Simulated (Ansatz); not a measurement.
# HfC (Imm2) in Ansatz: a series of runs

The runs below take HfC through relaxation of cell and atoms, single point, with BLYP, PBE, LDA, PBEsol.

Everything below comes from runs of Ansatz 0.2.0. Logs are shortened: lines on timing, memory, paths and dates and some standing lists are left out, and cuts for length are marked.

## 1. The crystal as given

The structure is orthorhombic, space group Imm2 (No. 44). Conventional cell: a = 2.793 Å, b = 4.994 Å, c = 3.695 Å, α = 90.00°, β = 90.00°, γ = 90.00°. Hf (site symmetry mm2) has 2 C at 1.80 Å as nearest neighbours. Around C (site symmetry mm2) lie 2 Hf at 1.80 Å.

The cell was built by a generator and needn't be a form met in nature.

## 2. Relaxation of cell and atoms, BLYP

Contents of input.yaml:

```yaml
crystal:
  lattice:
    - [-1.39667323, 2.49718051, 1.84733673]
    - [1.39667323, -2.49718051, 1.84733673]
    - [1.39667323, 2.49718051, -1.84733673]
  atoms:
    - { symbol: Hf, position: [0.98471183, 0.98471183, 0.0] }
    - { symbol: C, position: [0.67945483, 0.17945483, 0.5] }
hamiltonian:
  xc: blyp
  pseudopotentials: { kind: paw }
kpoints:
  mp_grid: { grid: [12, 12, 12] }
scf:
  occupations: { method: fermi_dirac, width: 0.05 }
output:
  forces: true
  stress: true
  eigenvalues: true
  write_density: true
  write_potential: true
  elf: true
  volumetric_format: npy
relax:
  f_tol: 0.01
  max_steps: 40
  cell: { stress_tol: 0.05 }
```

Potentials or basis: Ansatz PAW.

The run is started by

```
$ ansatz run input.yaml --threads 2 --pin off --max-ram 5632MiB --backend cpu --events-out ev --progress --plain --runs-dir out
```

The log of the run:

```text
Warning: RAYON_NUM_THREADS=2 ignored (pool sized by the plan → 2); use --threads N
Engine: ansatz 0.2.0, x86_64-unknown-linux-gnu
Pseudopotentials: kind: paw
Pseudopotential: Hf, paw, valence charge 26, recommended cutoff 420 eV (normal), Hf.paw.azcp
Pseudopotential: C, paw, valence charge 4, recommended cutoff 420 eV (normal), C.paw.azcp
Functional definition: BLYP
  parameter beta = 0.0042
  parameter a = 0.04918
  parameter b = 0.132
  parameter c = 0.2533
  parameter d = 0.349
  exchange = b88_x(beta = beta)
  correlation = lyp_c(a = a, b = b, c = c, d = d)
Crystal: 2 atoms, lattice volume = 25.772 Å³
Basis set: ecut = 420 eV, 515 PW (Γ), exchange–correlation on 48×48×48 points (8 copies of the dense FFT grid, shifted against one another)
Bands: 19, of which v1, the nominal top of the filled ones, is band 15 counted from 1 (14 counted from 0)
Symmetry: 4 space group operations
Space group: Imm2 (ITA 44), of the structure as read, at distance tolerance 3.0e-5 Å
k-points: 280 of 1728 (time reversal used)
Non-local potential: Hf, projectors of the file, l = 0: 3, l = 1: 2, l = 2: 2, l = 3: 3
Non-local potential: C, projectors of the file, l = 0: 2, l = 1: 2, l = 2: 1
PAW form: soft (Blöchl's): semilocal exchange-correlation on the pseudo side does not see the compensation charge
PAW frozen core: Hf, regenerated for the run's functional, and the local potential with it (the file was generated under x = pbe(κ = 0.804, μ = 0.2195149727645171), c = pbe(β = 0.06672455060314922))
PAW frozen core: C, regenerated for the run's functional, and the local potential with it (the file was generated under x = pbe(κ = 0.804, μ = 0.2195149727645171), c = pbe(β = 0.06672455060314922))
PAW one-centre angular grid: Hf, 590 points (default); XC on 64 Gauss nodes
PAW one-centre angular grid: C, 110 points (default); XC on 64 Gauss nodes
Initial density: superposition of atomic densities (neutral atoms: chi_scale 0, normalization atom), corrected by the library's trained network
Initial wavefunctions: pseudopotential atomic-orbital guess
Functional: x = b88, c = lyp
SCF iter   1: F=—  HF=-15994.397719 eV  |F-HF|=—  |Δ(HF+E_count)|=         —  Δρ=2.56e-2  dr2=1.90e-1  ethr=1.77e-3  ⟨swp⟩=5.4  Hψ=22461  notcnv=0
preconditioner: auto → none  [insulator: Δε(μ)=0.637 eV  Ē_g=17.795 eV  σ=0.050 eV  W_gap=1.00  n_scr=10 (ndim 8)  ℏωp=38.7 eV  f_vac=0.000  D(μ)=0.00/eV (n_scr^D=0)  ε∞_Penn≈5.7]
SCF iter   2: F=—  HF=-15994.307932 eV  |F-HF|=—  |Δ(HF+E_count)|=   8.98e-2  Δρ=7.00e-3  dr2=1.24e-2  ethr=6.32e-4  ⟨swp⟩=2.0  Hψ=9088  notcnv=0
SCF iter   3: F=—  HF=-15994.304622 eV  |F-HF|=—  |Δ(HF+E_count)|=   3.31e-3  Δρ=1.13e-3  dr2=1.34e-4  ethr=4.13e-5  ⟨swp⟩=2.0  Hψ=7570  notcnv=0
SCF iter   4: F=—  HF=-15994.304654 eV  |F-HF|=—  |Δ(HF+E_count)|=   3.24e-5  Δρ=4.63e-4  dr2=2.66e-5  ethr=4.47e-7  ⟨swp⟩=2.0  Hψ=9520  notcnv=0
SCF iter   5: F=—  HF=-15994.304647 eV  |F-HF|=—  |Δ(HF+E_count)|=   6.63e-6  Δρ=1.05e-4  dr2=1.15e-6  ethr=8.87e-8  ⟨swp⟩=2.0  Hψ=9520  notcnv=0
SCF iter   6: F=-15994.304649 eV  HF=-15994.304649 eV  |F-HF|=8.24e-8  |Δ(HF+E_count)|=   1.56e-6  Δρ=2.60e-5  dr2=8.18e-8  ethr=3.33e-10  ⟨swp⟩=10.0  Hψ=46146  notcnv=0
SCF 1 converged in 6 iterations: F = -15994.304649 eV  dr2 = 8.18e-8
[... 136 lines left out ...]
SCF iter   8: F=-15998.613954 eV  HF=-15998.613954 eV  |F-HF|=3.64e-12  |Δ(HF+E_count)|=  3.64e-12  Δρ=4.62e-10  dr2=3.00e-17  ethr=1.00e-12  ⟨swp⟩=2.9  Hψ=17637  notcnv=0
SCF 11 converged in 8 iterations: F = -15998.613954 eV  dr2 = 3.00e-17
relax step  11: F+E_penalty+E_count = -15998.61395416 eV  Δ(F+E_penalty+E_count) = -9.791e-5 eV  max|allowed force component| = 6.695e-5 eV/Å  Δτ_max = 0.0000 Å  P = -0.001 GPa  Ω = 25.957 Å³  stress off target by 1.04e-2 GPa  SCF on the basis re-selected at this cell (its energy is not comparable with the rows above)  (8 SCF iters)
basis re-selected at this cell: Δ(F+E_penalty+E_count) = -9.791e-5 eV, ΔP = -0.000 GPa vs the last step (what re-selecting the basis moved, of the pressure what is left beyond the Pulay correction that the steps carried, after the strain that the cell walked since its last selection, with what the two solves' SCF thresholds leave and, on support functions, any second-order correction that the steps lacked; it is no measure of the basis error at this ecutwfc). This SCF's stress stands 1.04e-2 GPa from its target on what of the cell is left free (relax.cell.stress_tol is 5.00e-2 GPa) and its largest allowed force component is 6.70e-5 eV/Å (relax.f_tol is 1.00e-2 eV/Å): within both
SCF converged after 8 iterations
Free energy (F): -15998.613954 eV
Harris-Foulkes:  -15998.613954 eV  (|F-HF|=3.64e-12)
Internal energy: -15998.611864 eV  (E = F + TS)
E sigma→0 (E₀):  -15998.612909 eV
Entropy (-TS):   -0.002090 eV (-1.045 meV/atom)
Fermi energy:    19.952429 eV
--- Per-component energies (eV) ---
  E_band       = 100.180128
  E_kinetic    = 510.939247
  E_local      = -5075.072983  (includes V_loc(G=0)·N_el)
  E_nonlocal   = -1217.829847
  E_hartree    = 2391.132438
  E_xc         = -344.957903
  E_vxc        = -320.301752  (∫ρ·V_xc dr)
  E_paw        = -7055.511856  (= ΣΔE_a)
  E_vpaw       = 1420.180579  (= ΣTr[D̂ρ^β])
  E_aug_tail   = 0.000006  (compensation charges beyond the density's cutoff)
  E_ewald      = -5207.394253
  E_core_change = 0.083287  (= ΣΔE_core)
  E_smearing   = -0.002090  (= −TS)
  E_closure    = -0.000000  (closes the sum)
  Σ components = -15998.613954   (vs F -15998.613954, Δ=0.00e0)
--- Forces (eV/Å), atoms counted from 1 ---
  atom   1  Hf     0.00000000     0.00000000    -0.00006702
  atom   2  C      0.00000000     0.00000000     0.00006689
  max |Σ_I F_I| component: 1.31e-7 eV/Å
--- Stress (GPa, compression-positive) ---
        0.010439       0.000000      -0.000000
        0.000000      -0.003648      -0.000000
       -0.000000      -0.000000      -0.008356
  P = ⅓ Tr σ = -0.0005 GPa (-0.005 kbar)
--- Band table (eV; the first three rows and the last of 280) ---
  k-point 0: bands = ["-41.5360", "-9.9970", "-9.9970", "-9.9970", "7.8560", "8.5664", "8.5785", "8.5785", "8.5785", "8.6467", "8.6467", "8.6467", "20.8974", "20.8976", "20.8978", "21.2550", "21.2552", "21.2557", "23.1145"]
  k-point 1: bands = ["-41.5338", "-10.0382", "-10.0011", "-10.0011", "8.0089", "8.5686", "8.5821", "8.5821", "8.5877", "8.6434", "8.6434", "8.6468", "19.8542", "20.1424", "20.1427", "21.5576", "21.5580", "21.8989", "23.9037"]
  k-point 2: bands = ["-41.5276", "-10.1491", "-10.0121", "-10.0121", "8.3688", "8.5750", "8.5918", "8.5918", "8.6346", "8.6346", "8.6472", "8.6926", "18.4455", "19.1066", "19.1068", "22.0661", "22.0665", "22.3880", "25.4111"]
  k-point 279: bands = ["-41.4911", "-10.5086", "-10.1984", "-10.1983", "8.5980", "8.5985", "8.5985", "8.6164", "8.6274", "8.6274", "8.6275", "9.6350", "17.4120", "18.3517", "19.8170", "19.8175", "24.8839", "26.1719", "26.1719"]
--- Relaxed structure (9 steps of the walk, 9 accepted, 2 SCFs on fresh bases) ---
  F+E_penalty+E_count = -15998.61395416 eV   max|allowed force component| = 6.695e-5 eV/Å   (the final SCF, on the basis selected at the relaxed cell)
  cell:  # Å, volume = 25.9565 Å³
    - [-1.661664709945344, 2.3500446809699533, 1.66175551061992]
    - [1.661664709945344, -2.3500446809699533, 1.66175551061992]
    - [1.661664709945344, 2.3500446809699533, -1.66175551061992]
  atoms:
    - { symbol: Hf, position: [1.0820850443380885, 1.0820850443380885, 0.0] }
    - { symbol: C, position: [0.5820816156619113, 0.08208161566191156, 0.4999999999999999] }
```

rho_z.tsv:

```text
# z_ang	rho[e/angstrom^3]
# format = ansatz-planar-average/11
# lattice	-1.661664710	2.350044681	1.661755511
# lattice	1.661664710	-2.350044681	1.661755511
# lattice	1.661664710	2.350044681	-1.661755511
# sites	2
# site	72	0.000000000	0.000000000	3.596321571
# site	6	0.000000000	2.350044681	0.272799154
0.000000	2.850454e0
0.138477	2.710325e0
0.276954	2.334278e0
0.415430	1.833674e0
0.553907	1.335809e0
0.692384	9.344625e-1
[... 16 lines left out ...]
3.046489	2.334278e0
3.184966	2.710325e0
```

It took 1.7 min on 2 threads of Intel Xeon at 2.70GHz, shared host; peak memory 0.51 GiB.

Results:

```
Free energy                            : -15998.6140 eV
Relaxed volume                         : 12.98 Å³/atom
Relaxed cell                           : a = 3.323 Å, b = 3.323 Å, c = 3.323 Å, α = 120.00°, β = 90.00°, γ = 120.00°
Space group after relaxing (to 0.05 Å) : Fm-3m (No. 225)
Energy gained by relaxing              : 2154.7 meV/atom
Ionic steps                            : 11
Pressure after relaxing                : 0.0 GPa
Band gap on the k mesh                 : none (metal or under the smearing width)
```

The path:
```csv
step,energy change (eV),largest force (eV/Å),volume (Å³)
1,0.0000,11.4549,25.77
2,-2.2704,5.3347,26.83
3,-3.3816,2.9334,26.49
4,-4.0242,1.6597,25.54
5,-4.2856,0.0081,26.13
6,-4.2881,0.0005,25.90
7,-4.2881,0.0000,25.89
8,-4.3084,0.0000,25.89
9,-4.3092,0.0016,25.95
10,-4.3092,0.0001,25.96
11,-4.3093,0.0001,25.96
```

Final structure:
```
Hf C
1.0
    -1.66166    2.35004    1.66176
     1.66166   -2.35004    1.66176
     1.66166    2.35004   -1.66176
Hf C
1 1
Direct
  0.08209 0.08209 0.00000
  0.58208 0.08208 0.50000
```

Levels at points of the mesh, in eV from the Fermi level:
```
              k point  band 12  band 13  band 14  band 15  band 16  band 17  band 18  band 19
   (0.00, 0.00, 0.00)   -11.31     0.95     0.95     0.95     1.30     1.30     1.30     3.16
  (0.00, 0.00, -0.50)    -8.51    -5.92    -2.96    -2.95     4.92     4.92     5.40     6.73
  (0.00, -0.50, 0.00)   -10.32    -2.54    -1.60    -0.14    -0.14     4.93     6.22     6.22
 (0.00, -0.50, -0.50)    -8.51    -5.92    -2.95    -2.95     4.92     4.92     5.40     6.73
(-0.50, -0.50, -0.50)   -10.32    -2.54    -1.60    -0.14    -0.13     4.93     6.22     6.22
```

Caveat: the plane-wave basis is chosen anew once the cell has moved, so the energies of steps on either side of that aren't comparable; the PAW data sets come from PBE, with cores solved anew for the run's functional, which leaves a small shift of forces and pressure.

## 3. Single point, PBE

Edit input.yaml of step 2 so:

```diff
@@ -9,3 +9,3 @@
 hamiltonian:
-  xc: blyp
+  xc: pbe
   pseudopotentials: { kind: paw }
@@ -14,3 +14,3 @@
 scf:
-  occupations: { method: fermi_dirac, width: 0.05 }
+  occupations: { method: gaussian, width: 0.012 }
 output:
@@ -23,5 +23 @@
   volumetric_format: npy
-relax:
-  f_tol: 0.01
-  max_steps: 40
-  cell: { stress_tol: 0.05 }
```

Potentials or basis: Ansatz PAW.

The run is started by

```
$ ansatz run input.yaml --threads 2 --pin off --max-ram 5632MiB --backend cpu --events-out ev --progress --plain --runs-dir out
```

Run time: 9.2 s. Hardware: 2 threads of Intel Xeon at 2.70GHz, shared host; peak memory 0.47 GiB.

The run converged. Its results:

- Free energy: -15969.7669 eV
- Pressure: 66.7 GPa
- Largest force: 11.484 eV/Å
- Band gap on the k mesh: 0.38 eV, indirect (least direct gap 0.87 eV)

Forces on the atoms (eV/Å):
```
Hf    0.000   0.000  11.484
C     0.000   0.000 -11.484
```

Stress tensor (GPa, compression positive):
```
167.10   0.00   0.00
  0.00 -23.75   0.00
  0.00   0.00  56.88
```

Levels at points of the mesh, in eV from the valence-band top:
| k point | band 13 | band 14 | band 15 | band 16 | band 17 | band 18 |
| --- | --- | --- | --- | --- | --- | --- |
| (0.00, 0.00, 0.00) | -4.18 | -3.16 | -1.30 | 1.94 | 3.82 | 5.08 |
| (0.00, 0.00, -0.50) | -5.68 | -2.57 | -2.41 | 3.25 | 4.72 | 5.01 |
| (0.00, -0.50, 0.00) | -4.05 | -1.66 | -0.09 | 2.09 | 4.10 | 5.22 |
| (0.00, -0.50, -0.50) | -5.80 | -3.96 | -1.91 | 3.03 | 4.50 | 5.52 |
| (-0.50, -0.50, -0.50) | -5.14 | -3.32 | -0.82 | 3.18 | 5.62 | 6.70 |

Caveat: a pressure of tens of GPa on the cell as given is suspect, and the run, the potentials or the cell itself is likely at fault; the pressure holds a Pulay correction of +0.4 GPa for the finite cutoff; spin-orbit coupling is left out, which moves the levels of the heavy elements; forces of over 1 eV/Å show positions far from the minimum, so gaps and moduli don't describe the material at rest.

(Continued in part 2 of 2.)
